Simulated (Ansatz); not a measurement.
This cell of CsI (CsCl type) is off equilibrium:

```yaml
crystal:
  lattice:
    - [9.33383, 0.00000, 0.00000]
    - [0.00000, 4.66692, 0.00000]
    - [0.00000, 0.00000, 4.66692]
  atoms:
    - { symbol: Cs, position: [0.00000, 0.00000, 0.00000] }
    - { symbol: Cs, position: [0.50000, 0.00000, 0.00000] }
    - { symbol: I, position: [0.18058, 0.50000, 0.50000] }
    - { symbol: I, position: [0.75000, 0.50000, 0.50000] }
```

The numbers are results of PBE (plane waves to 420 eV, PAW, scalar-relativistic; Ansatz, a quantum-chemistry and plane-wave program), not measurements. k mesh 3×6×6 (Γ-centred), Fermi-Dirac smearing 0.05 eV. The energy includes the smearing's −TS. Stress and pressure are positive under compression. CsI was relaxed with its symmetry unable to fall. Spin-orbit coupling is left out, though I is heavy.

### Question
What forces act on the atoms (eV/Å, Cartesian)?

### Answer
```
atom      Fx     Fy     Fz
----  ------  -----  -----
Cs1   -0.322  0.000  0.000
Cs2   -0.021  0.000  0.000
I3     0.816  0.000  0.000
I4    -0.474  0.000  0.000
```

### Question
What is the stress tensor (GPa)?

### Answer
```
   0.50     0.00     0.00
   0.00     0.64     0.00
   0.00     0.00     0.64
```
The pressure, a third of the trace, is 0.59 GPa.

### Question
In it atom 3 sits (-0.648, 0.000, 0.000) Å away from its relaxed site. What is its energy relative to the relaxed cell?

### Answer
254 meV/cell.

(A displaced cell: forces are minus the slopes of the energy, force constants its curvatures, and phonons follow from these.)
